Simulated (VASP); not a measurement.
Write the native input for VASP 6.6.1 that does the following.

```
Task                   : single point
Functional             : RPBE
Potentials or basis    : VASP PAW PBE potentials, release 64 (Pb_d)
Cutoff                 : 520 eV
k mesh                 : 12 × 12 × 12
Occupations            : fermi-dirac, width 0.1 eV
Spin                   : no spin polarisation
Dipole correction      : no
Further INCAR settings : ALGO = Normal; EDIFF = 1e-06; NBANDS = 13
```

The structure of Pb lies in POSCAR:

```
Pb
1.0
   -2.0514347588      2.0514347588      2.0514347588
    2.0514347588     -2.0514347588      2.0514347588
    2.0514347588      2.0514347588     -2.0514347588
Pb
1
Direct
    0.0000000000      0.0000000000      0.0000000000
```

This isn't the form of Pb at room conditions, which is fcc.

These files were run (other wordings do the same):

INCAR

```
  PREC = Accurate
  ENCUT = 520
  EDIFF = 1E-6
  ISMEAR = -1
  SIGMA = 0.1
  LREAL = False
  LASPH = True
  NELM = 80
  ALGO = Normal
  ISIF = 2
  LWAVE = False
  LCHARG = False
  GGA = RP
  NBANDS = 13
```

KPOINTS

```
Automatic mesh
0
Gamma
  12 12 12
```

Potentials or basis: VASP PAW PBE potentials, release 64 (Pb_d).

Command:

```sh
$ cat potpaw_PBE.64/Pb_d/POTCAR > POTCAR
$ mpirun -np 1 vasp_std > vasp.out
```

Results of the run:

| Item | Value |
| --- | --- |
| Pressure | -1.1 GPa |
| Band gap on the k mesh | none (metal or under the smearing width) |

Caveat: the PAW data sets were made with another functional, which shifts forces and pressure a little.

Run time: 10 s on 1 thread of Intel(R) Xeon(R) 6975P-C (Granite Rapids), on a shared host, peak memory 0.17 GiB.
